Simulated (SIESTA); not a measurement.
The system is CsSnI3.

```xyz
5
Lattice="6.2057 0.0000 0.0000 0.0000 6.2057 0.0000 0.0000 0.0000 6.2057" Properties=species:S:1:pos:R:3 pbc="T T T"
Cs    0.0000    0.0000    0.0000
I     3.1029    3.1029    0.0000
I     3.1029    0.0000    3.1029
I     0.0000    3.1029    3.1029
Sn    3.1029    3.1029    3.1029
```

- Program: SIESTA 5.4.2
- Task: single point
- Functional: PBE
- Potentials or basis: PseudoDojo 0.4 standard (PBE files)
- Basis: DZP (energy shift 0.003 Ry; two zetas on semicore shells; d shell added on Cs)
- Grid cutoff: 500 Ry
- Energy shift: 0.003 Ry
- k mesh: 5 × 5 × 5
- Occupations: fermi-dirac, width 0.05 eV
- Spin: no spin polarisation

On this cell: pressure 0.7 GPa; largest force zero by symmetry; band gap on the k mesh 1.76 eV, direct.

The same run follows on a disturbed copy (atoms moved at random, drawn with an rms of 0.05 Å):

```
Cs I Sn
1.0
     6.20570    0.00000    0.00000
     0.00000    6.20570    0.00000
     0.00000    0.00000    6.20570
Cs I Sn
1 3 1
Direct
  0.99540 0.99366 0.99756
  0.50557 0.49643 0.00787
  0.49834 0.99677 0.49596
  0.01305 0.50280 0.49803
  0.49958 0.50147 0.49721
```

Q: What changes?

A: The energy moves by +2.9 meV/atom; pressure 0.8 GPa; largest force 0.207 eV/Å; band gap on the k mesh 1.73 eV, direct.

Forces in eV/Å, atoms in the order of the input:
```
Cs   0.007  0.003  0.003
I    0.029 -0.005 -0.167
I    0.040  0.060  0.033
I   -0.204 -0.015  0.030
Sn   0.128 -0.043  0.100
```

Caveats: spin-orbit coupling is left out, which moves the levels of the heavy elements; an odd mesh through Γ misses points on the zone boundary, where band edges often lie; the cell was measured hot, at 500 K; the basis of atomic orbitals isn't converged, which shifts pressures, moduli and gaps.
